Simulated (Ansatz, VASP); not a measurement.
## AlN: VASP beside Ansatz

Wanted: the spread between two codes on one cell, functional and k mesh. The cell is a member of a volume series, scaled by 0.985 from a relaxed one, so a pressure remains.

Calculated with Ansatz 0.2.0; plane waves, with VASP 6.6.1 beside it; single point at LDA.

**1. Starting point**

Symmetry: P6_3mc, No. 186, hexagonal system. Conventional cell: a = 3.076 Å, b = 3.076 Å, c = 4.923 Å, α = 90.00°, β = 90.00°, γ = 120.00°. Nearest to Al lie 4 N at 1.87 to 1.88 Å. Nearest to N lie 4 Al at 1.87 to 1.88 Å. Farther neighbours and most contacts between anions are not listed.

As a file:

```xyz
4
Lattice="3.0761 0.0000 0.0000 -1.5380 2.6640 0.0000 0.0000 0.0000 4.9233" Properties=species:S:1:pos:R:3 pbc="T T T"
Al    1.5380    0.8880    2.4617
Al    0.0000    1.7760    0.0001
N     1.5380    0.8880    4.3423
N     0.0000    1.7760    1.8806
```

**2. VASP: single point, LDA, volume scaled by 0.985**

With cell and atoms fixed, the geometry can't cause a difference; cores, projectors, grids and the points listed under the comparison can.

Lines of VASP's logs that name or quote its potential files are left out, and so is its time.

The input asks for a relaxation, which ended at its first step since no free force or stress exceeded the threshold; so it serves as a single point.

Input file INCAR:

```
SYSTEM = AlN
PREC = Accurate
ENCUT = 560
EDIFF = 1E-06
NELM = 100
ISMEAR = 0
SIGMA = 0.03
LREAL = .FALSE.
ALGO = Normal
GGA = CA
NBANDS = 14
LORBIT = 11
LWAVE = .FALSE.
LCHARG = .FALSE.
KPAR = 8
IBRION = 2
NSW = 30
ISIF = 4
EDIFFG = -0.01
```

Input file POSCAR:

```
AlN
1.0
    3.0760769012      0.0000000000      0.0000000000
   -1.5380384506      2.6639607405      0.0000000000
    0.0000000000      0.0000000000      4.9232803602
Al N
2 2
Direct
    0.6666666667      0.3333333333      0.5000138758
    0.3333333333      0.6666666667      0.0000138758
    0.6666666667      0.3333333333      0.8819861242
    0.3333333333      0.6666666667      0.3819861242
```

Input file KPOINTS:

```
Automatic mesh
0
Gamma
9 9 4
0 0 0
```

The projector-augmented-wave data sets are Al and N (LDA family, release 64).

Command:

```console
> mpirun -np 8 vasp_std
```

Numbers of over 12 decimals in the logs are rounded to 6 here.

Output:

```text
[banner, memory and clock lines left out]
running    8 mpi-ranks, on    1 nodes
 distrk:  each k-point on    1 cores,    8 groups
 distr:  one band on    1 cores,    1 groups

 POSCAR found type information on POSCAR AlN
 POSCAR found :  2 types and       4 ions
|                                                                             |
|           W    W    AA    RRRRR   N    N  II  N    N   GGGG   !!!           |
|           W    W   A  A   R    R  NN   N  II  NN   N  G    G  !!!           |
|           W    W  A    A  R    R  N N  N  II  N N  N  G       !!!           |
|           W WW W  AAAAAA  RRRRR   N  N N  II  N  N N  G  GGG   !            |
|           WW  WW  A    A  R   R   N   NN  II  N   NN  G    G                |
|           W    W  A    A  R    R  N    N  II  N    N   GGGG   !!!           |
|                                                                             |
|     For optimal performance we recommend to set                             |
|       NCORE = 2 up to number-of-cores-per-socket                            |
|     NCORE specifies how many cores store one orbital (NPAR=cpu/NCORE).      |
|     This setting can greatly improve the performance of VASP for DFT.       |
|     The default, NCORE=1 might be grossly inefficient on modern             |
|     multi-core architectures or massively parallel machines. Do your        |
|     Unfortunately you need to use the default for GW and RPA                |
|     calculations (for HF NCORE is supported but not extensively tested      |
|     yet).                                                                   |
|                                                                             |

 LDA part: xc-table for (Slater(with rela. corr.)+CA(PZ))
 , standard interpolation
 POSCAR, INCAR and KPOINTS ok, starting setup
 FFT: planning ... GRIDC
 FFT: planning ... GRID_SOFT
 FFT: planning ... GRID
 WAVECAR not read
 entering main loop
       N       E                     dE             d eps       ncg     rms          rms(c)
DAV:   1     0.437544451321E+02    0.43754E+02   -0.78421E+03  1008   0.109E+03
DAV:   2    -0.343629017640E+02   -0.78117E+02   -0.71426E+02  1326   0.201E+02
DAV:   3    -0.380148781400E+02   -0.36520E+01   -0.36380E+01  1368   0.452E+01
DAV:   4    -0.380367362149E+02   -0.21858E-01   -0.21856E-01  1092   0.418E+00
DAV:   5    -0.380369554068E+02   -0.21919E-03   -0.21918E-03  1374   0.410E-01    0.125E+01
DAV:   6    -0.329408696676E+02    0.50961E+01   -0.14130E+01  1158   0.277E+01    0.447E+00
DAV:   7    -0.328942759006E+02    0.46594E-01   -0.72601E-01  1200   0.553E+00    0.283E+00
DAV:   8    -0.328391686007E+02    0.55107E-01   -0.83149E-02  1158   0.257E+00    0.393E-01
DAV:   9    -0.328343195313E+02    0.48491E-02   -0.11556E-02  1320   0.765E-01    0.214E-01
DAV:  10    -0.328344834200E+02   -0.16389E-03   -0.77856E-04  1146   0.198E-01    0.105E-01
DAV:  11    -0.328344310472E+02    0.52373E-04   -0.11038E-04  1326   0.841E-02    0.199E-02
DAV:  12    -0.328344307143E+02    0.33297E-06   -0.21484E-06  1082   0.114E-02
   1 F= -.32834431E+02 E0= -.32834431E+02  d E =-.328344E+02
 curvature:   0.00 expect dE= 0.000E+00 dE for cont linesearch  0.000E+00
 trial: gam= 0.00000 g(F)=  0.663E-05 g(S)=  0.268E-04 ort = 0.000E+00 (trialstep = 0.100E+01)
 search vector abs. value=  0.334E-04
 reached required accuracy - stopping structural energy minimisation
```

OUTCAR, selected parts (step 2):

```text
ion  position               nearest neighbor table
   1  0.667  0.333  0.500-   4 1.87   4 1.87   4 1.87   3 1.88   2 3.04   2 3.04   2 3.04   2 3.04
                             2 3.04   2 3.04
   2  0.333  0.667  0.000-   3 1.87   3 1.87   3 1.87   4 1.88   1 3.04   1 3.04   1 3.04   1 3.04
                             1 3.04   1 3.04
   3  0.667  0.333  0.882-   2 1.87   2 1.87   2 1.87   1 1.88
   4  0.333  0.667  0.382-   1 1.87   1 1.87   1 1.87   2 1.88

  LATTYP: Found a hexagonal cell.
 ALAT       =     3.0760769012
 C/A-ratio  =     1.6005062677

 Subroutine GETGRP returns: Found 12 space group operations
 (whereof  6 operations were pure point group operations)

The static configuration has the point symmetry C_3v.
 The point group associated with its full space group is C_6v.

 Found     36 irreducible k-points:

   k-points           NKPTS =     36   k-points in BZ     NKDIM =     36   number of bands    NBANDS=     14

   dimension x,y,z NGX =    24 NGY =   24 NGZ =   40
   dimension x,y,z NGXF=    48 NGYF=   48 NGZF=   80

   ENCUT  =  560.0 eV  41.16 Ry    6.42 a.u.   5.94  5.94  9.50*2*pi/ulx,y,z

   NELECT =      16.0000    total number of electrons

 k-points in reciprocal lattice and weights: Automatic mesh
   0.00000000  0.00000000  0.00000000       0.003
   0.11111111  0.00000000  0.00000000       0.019
   0.22222222  0.00000000  0.00000000       0.019
   0.33333333  0.00000000  0.00000000       0.019
   0.44444444  0.00000000  0.00000000       0.019
   0.11111111  0.11111111  0.00000000       0.019
   0.22222222  0.11111111  0.00000000       0.037
   0.33333333  0.11111111  0.00000000       0.037
   0.44444444  0.11111111  0.00000000       0.019
[...]
0.33333333  0.22222222  0.50000000       0.037
   0.33333333  0.33333333  0.50000000       0.006

 average (electrostatic) potential at core
       1 -69.4791       2 -69.4791       3 -59.5203       4 -59.5203

 E-fermi :   6.3935

 k-point     1 :       0.0000    0.0000    0.0000
  band No.  band energies     occupation
    ...
      4       5.3409      2.00000
      5       5.3409      2.00000
      6       6.0049      2.00000
      7       6.0049      2.00000
      8       6.2360      2.00000
      9      10.7699      0.00000
     10      13.0744      0.00000
     11      16.9917      0.00000
     12      17.4221      0.00000
     13      17.4221      0.00000
    ...

 k-point     2 :       0.1111    0.0000    0.0000
  band No.  band energies     occupation
    ...
      4       4.6176      2.00000
      5       5.1344      2.00000
      6       5.3368      2.00000
      7       5.9795      2.00000
      8       6.1633      2.00000
      9      11.4278      0.00000
     10      13.6760      0.00000
     11      16.2721      0.00000
     12      16.4978      0.00000
     13      17.8858      0.00000
    ...

 k-point     3 :       0.2222    0.0000    0.0000
  band No.  band energies     occupation
    ...
      4       3.0733      2.00000
      5       4.0622      2.00000
      6       4.7132      2.00000
      7       5.8492      2.00000
      8       5.8926      2.00000
      9      12.4626      0.00000
     10      14.1044      0.00000
     11      14.6283      0.00000
     12      16.2098      0.00000
     13      18.0828      0.00000
    ...

  Total        0.8487995      0.8487995      0.7910899      0.0000000     -0.0000000      0.0000000
  in kB       33.7082453     33.7082453     31.4164318      0.0000000     -0.0000000      0.0000000
  external PRESSURE =      32.9443075 kB  Pullay stress =       0.0000000 kB

  energy-cutoff  :      560.00
  volume of cell :       40.34
      direct lattice vectors                 reciprocal lattice vectors
     3.076076901  0.000000000  0.000000000     0.325089402  0.187690454  0.000000000
    -1.538038451  2.663960740  0.000000000     0.000000000  0.375380907  0.000000000
     0.000000000  0.000000000  4.923280360     0.000000000  0.000000000  0.203116607

 POSITION                                       TOTAL-FORCE (eV/Angst)
 -----------------------------------------------------------------------------------
      1.53804      0.88799      2.46171        -0.000000      0.000000     -0.005861
     -0.00000      1.77597      0.00007         0.000000     -0.000000     -0.005861
      1.53804      0.88799      4.34226        -0.000000     -0.000000      0.005861
     -0.00000      1.77597      1.88062        -0.000000      0.000000      0.005861
 -----------------------------------------------------------------------------------
    total drift:                               -0.000000      0.000000     -0.000669

  FREE ENERGIE OF THE ION-ELECTRON SYSTEM (eV)
  ---------------------------------------------------
  free  energy   TOTEN  =       -32.8344307143 eV

  energy  without entropy=      -32.8344307143  energy(sigma->0) =      -32.83443071

 reached required accuracy - stopping structural energy minimisation

 total charge
# of ion       s       p       d       tot
------------------------------------------
    1        0.380   0.470   0.000   0.850
    2        0.380   0.470   0.000   0.850
    3        1.210   2.637   0.000   3.848
    4        1.210   2.637   0.000   3.848
--------------------------------------------------
tot          3.182   6.215   0.000   9.396

[... 3 further parts left out ...]
```

**3. Ansatz: single point, LDA, volume scaled by 0.985**

Ansatz runs on its default PAW (the set named soft_2) files.

The same cell, functional (in two slightly different forms), mesh and smearing now go to Ansatz, which takes its cutoff from its data sets.

Input file input.yaml:

```yaml
crystal:
  lattice:
    - [3.0760769, 0.0, 0.0]
    - [-1.53803845, 2.66396074, 0.0]
    - [0.0, 0.0, 4.92328036]
  atoms:
    - { symbol: Al, position: [0.66666667, 0.33333333, 0.50001388] }
    - { symbol: Al, position: [0.33333333, 0.66666667, 1.388e-05] }
    - { symbol: "N", position: [0.66666667, 0.33333333, 0.88198612] }
    - { symbol: "N", position: [0.33333333, 0.66666667, 0.38198612] }
hamiltonian:
  xc: lda
  pseudopotentials: { kind: paw }
kpoints:
  mp_grid: { grid: [9, 9, 4] }
scf:
  occupations: { method: gaussian, width: 0.03 }
  n_extra_bands: 5
output:
  forces: true
  stress: true
  eigenvalues: true
```

Command:

```console
> ansatz run input.yaml --threads 2 --pin off --max-ram 4608MiB --backend cpu --events-out ev --progress --plain --runs-dir out
```

Output:

```text
scf.n_extra_bands = 5 over 8 filled bands (N_el = 16.0): the run solves 13 bands
Engine: ansatz 0.2.0, aarch64-unknown-linux-gnu
Pseudopotentials: kind: paw
Pseudopotential: Al, paw, valence charge 3, recommended cutoff 420 eV (normal), Al.paw.azcp
Pseudopotential: N, paw, valence charge 5, recommended cutoff 420 eV (normal), N.paw.azcp
Functional definition: SPW92
  exchange = slater_x
  correlation = pw_c
Crystal: 4 atoms, lattice volume = 40.344 Å³
Basis set: ecut = 420 eV, 785 PW (Γ)
Bands: 13, of which v1, the nominal top of the filled ones, is band 8 counted from 1 (7 counted from 0)
Symmetry: 12 space group operations
Space group: P63mc (ITA 186), of the structure as read, at distance tolerance 3.4e-5 Å
k-points: 36 of 324 (time reversal used)
Non-local potential: Al, projectors of the file, l = 0: 2, l = 1: 2, l = 2: 1
Non-local potential: N, projectors of the file, l = 0: 2, l = 1: 2, l = 2: 1
PAW form: soft (Blöchl's): semilocal exchange-correlation on the pseudo side does not see the compensation charge
PAW frozen core: Al, regenerated for the run's functional, and the local potential with it (the file was generated under x = pbe(κ = 0.804, μ = 0.219515), c = pbe(β = 0.066725))
PAW frozen core: N, regenerated for the run's functional, and the local potential with it (the file was generated under x = pbe(κ = 0.804, μ = 0.219515), c = pbe(β = 0.066725))
PAW one-centre angular grid: Al, 110 points (default); XC on 64 Gauss nodes
PAW one-centre angular grid: N, 110 points (default); XC on 64 Gauss nodes
Initial density: superposition of atomic densities (neutral atoms: chi_scale 0, normalization atom), corrected by the library's trained network
Initial wavefunctions: pseudopotential atomic-orbital guess
Functional: x = slater, c = lda
SCF iter   1: F=—  HF=-1779.722997 eV  |F-HF|=—  |Δ(HF+E_count)|=         —  Δρ=9.49e-3  dr2=4.11e-2  ethr=1.77e-3  ⟨swp⟩=6.0  Hψ=3079  notcnv=0
preconditioner: auto → none  [insulator: Δε(μ)=4.450 eV  Ē_g=13.853 eV  σ=0.030 eV  W_gap=1.00  n_scr=2 (ndim 8)  ℏωp=23.4 eV  f_vac=0.000  D(μ)=0.00/eV (n_scr^D=0)  ε∞_Penn≈3.8]
SCF iter   2: F=—  HF=-1779.710816 eV  |F-HF|=—  |Δ(HF+E_count)|=   1.22e-2  Δρ=2.65e-3  dr2=2.00e-3  ethr=2.57e-4  ⟨swp⟩=2.5  Hψ=982  notcnv=0  defer=33
SCF iter   3: F=—  HF=-1779.710131 eV  |F-HF|=—  |Δ(HF+E_count)|=   6.84e-4  Δρ=7.82e-4  dr2=9.96e-5  ethr=1.25e-5  ⟨swp⟩=2.1  Hψ=676  notcnv=0  defer=36
SCF iter   4: F=—  HF=-1779.710086 eV  |F-HF|=—  |Δ(HF+E_count)|=   4.53e-5  Δρ=2.91e-5  dr2=2.61e-7  ethr=6.22e-7  ⟨swp⟩=2.0  Hψ=677  notcnv=0  defer=36
iter 5 did not close the SCF: its close was put off for the readings that it lacked (scf_convergence_deferred on its scf_iter line)
SCF iter   5: F=-1779.710086 eV  HF=-1779.710086 eV  |F-HF|=2.48e-9  |Δ(HF+E_count)|=   3.26e-8  Δρ=4.60e-6  dr2=4.43e-9  ethr=1.63e-9  ⟨swp⟩=2.1  Hψ=702  notcnv=0  defer=36
SCF iter   6: F=-1779.710086 eV  HF=-1779.710086 eV  |F-HF|=1.09e-11  |Δ(HF+E_count)|=  6.33e-10  Δρ=3.59e-7  dr2=2.86e-11  ethr=2.77e-11  ⟨swp⟩=5.5  Hψ=2211  notcnv=0
SCF 1 converged in 6 iterations: F = -1779.710086 eV  dr2 = 2.86e-11
  greatest PAW one-centre occupation: 0.783 electrons in one spin orbital (limit 2), on the N atom at site 3 (counted from 0), in its partial waves of l = 0
SCF converged after 6 iterations
Free energy (F): -1779.710086 eV
Harris-Foulkes:  -1779.710086 eV  (|F-HF|=1.09e-11)
Internal energy: -1779.710086 eV  (E = F + TS)
E sigma→0 (E₀):  -1779.710086 eV
Fermi energy:    9.498583 eV
--- Per-component energies (eV) ---
  E_band       = 31.204717
  E_kinetic    = 320.656150
  E_local      = -443.025570  (includes V_loc(G=0)·N_el)
  E_nonlocal   = 115.540016
  E_hartree    = 151.987834
  E_xc         = -202.012049
  E_vxc        = -216.198693  (∫ρ·V_xc dr)
  E_paw        = -1124.411229  (= ΣΔE_a)
  E_vpaw       = -49.743012  (= ΣTr[D̂ρ^β])
  E_aug_tail   = 0.000181  (compensation charges beyond the density's cutoff)
  E_ewald      = -598.716940
  E_core_change = 0.271521  (= ΣΔE_core)
  E_smearing   = -0.000000  (= −TS)
  E_closure    = 0.000000  (closes the sum)
  Σ components = -1779.710086   (vs F -1779.710086, Δ=0.00e0)
--- Forces (eV/Å), atoms counted from 1 ---
  atom   1  Al     0.00000000     0.00000000    -0.00526201
  atom   2  Al     0.00000000    -0.00000000    -0.00526201
  atom   3  N     -0.00000000    -0.00000000     0.00526247
  atom   4  N      0.00000000     0.00000000     0.00526247
  max |Σ_I F_I| component: 9.15e-7 eV/Å
--- Stress (GPa, compression-positive) ---
        2.714062       0.000000       0.000000
        0.000000       2.714062       0.000000
        0.000000       0.000000       2.508451
  P = ⅓ Tr σ = 2.6455 GPa (26.455 kbar)
--- Band table (eV; the first three rows and the last of 36) ---
  k-point 0: bands = [... 4 lower, 6.3433, 7.0043, 7.0043, 7.2349, 11.7623, 14.0806, 17.9918, 18.4355, ... 1 higher]
  k-point 1: bands = [... 4 lower, 6.4353, 6.4353, 6.9024, 6.9024, 12.6877, 14.2180, 17.6457, 18.4032, ... 1 higher]
  k-point 2: bands = [... 4 lower, 6.6632, 6.6632, 6.6632, 6.6632, 13.9508, 13.9508, 17.6715, 17.6715, ... 1 higher]
  k-point 35: bands = [... 4 lower, 3.2063, 3.2063, 6.4261, 6.4261, 14.6364, 14.6364, 15.1422, 15.1422, ... 1 higher]
```

Elapsed: 2.8 s, on 2 threads of Arm Neoverse N1, shared host; peak memory 0.28 GiB.

The run ends at a pressure of 2.65 GPa, with forces up to 0.0053 eV/Å.

**4. Differences**

Known differences besides the potentials themselves: the two LDA forms differ slightly; the cutoff is 420 eV in Ansatz and 560 eV in VASP; VASP's log shows a relativistic correction to its local exchange, Ansatz's none. Total energies have different zeros and are not compared.

Both answers:

```csv
quantity,Ansatz,VASP,difference
pressure (GPa),2.65,3.29,-0.65
pressure without Ansatz's Pulay correction (GPa),1.98,3.29,-1.32
gap on the k mesh (eV),4.527,4.534,-0.007
```

A gap on the mesh is an upper bound, since the band edges may lie between its points. Ansatz's pressure holds a Pulay correction of 0.67 GPa; VASP's holds none.

**5. What the set-up changes**

Further runs change the set-up of one program: Ansatz's method, potentials or start, or VASP's data sets, cutoff or form of LDA. The table gives Ansatz less VASP for each quantity, since a change that brings one quantity closer may part another.

```
                              run  r.m.s. force difference (meV/Å)  pressure (GPa)  gap on the k mesh (eV)
                         as above                             0.35           -0.65                 -0.0065
Ansatz's all-electron LAPW method                              1.0           -0.63                 -0.0062
```

**6. Ansatz: single point, LDA, volume scaled by 1.015**

A single point gives forces, pressure and levels at one fixed geometry, so differences don't come from the geometry; what else differs is listed under the comparison. The cell compared in this pair holds 41.57 Å³, against 40.34 Å³ for the pair before.

The cell is a member of a volume series, scaled by 1.015 from a relaxed one, so a pressure remains.

input.yaml, the sections that differ from step 3:

```yaml
crystal:
  lattice:
    - [3.10699432, 0.0, 0.0]
    - [-1.55349716, 2.69073601, 0.0]
    - [0.0, 0.0, 4.97276388]
  atoms:
    - { symbol: Al, position: [0.66666667, 0.33333333, 0.50001388] }
    - { symbol: Al, position: [0.33333333, 0.66666667, 1.388e-05] }
    - { symbol: "N", position: [0.66666667, 0.33333333, 0.88198612] }
    - { symbol: "N", position: [0.33333333, 0.66666667, 0.38198612] }
output:
  forces: true
  stress: true
  eigenvalues: true
  write_density: true
  write_potential: true
  elf: true
  volumetric_format: npy
# hamiltonian, kpoints, scf: as in step 3
```

Output:

```text
[...]
Crystal: 4 atoms, lattice volume = 41.573 Å³
Basis set: ecut = 420 eV, 809 PW (Γ)
Bands: 13, of which v1, the nominal top of the filled ones, is band 8 counted from 1 (7 counted from 0)
Symmetry: 12 space group operations
[...]
k-points: 36 of 324 (time reversal used)
[...]
k-point 0: bands = [... 4 lower, 6.0328, 6.6878, 6.6878, 6.9116, 11.1703, 13.4936, 17.4241, 17.8954, ... 1 higher]
  k-point 1: bands = [... 4 lower, 6.1239, 6.1239, 6.5869, 6.5869, 12.1067, 13.6277, 17.0819, 17.8677, ... 1 higher]
  k-point 2: bands = [... 4 lower, 6.3504, 6.3504, 6.3504, 6.3504, 13.3644, 13.3644, 17.1014, 17.1014, ... 1 higher]
  k-point 35: bands = [... 4 lower, 2.9928, 2.9928, 6.1084, 6.1084, 14.2145, 14.2145, 14.6400, 14.6400, ... 1 higher]
[key lines of the parts left out:]
SCF converged after 6 iterations
Free energy (F): -1779.705872 eV
Fermi energy:    9.040964 eV
P = ⅓ Tr σ = -3.6136 GPa (-36.136 kbar)
```

The job ended after 3.9 s (2 threads; peak memory 0.29 GiB).

The run ends at a pressure of -3.61 GPa, with forces up to 0.0074 eV/Å.

[end of part 1 of 2]

[Lines on the potential files, build, host, timing and source positions are cut from VASP's logs without a mark.]

[Logs are printed without paths, hosts, clocks, repeated set-up lines and the standing remarks that a program may print on its own settings, such as how far it seeks lower states.]

[Hosts, paths, dates, database ids (printed as entryN), source tags and the programs' standing remarks are cut or masked in the printed files.]
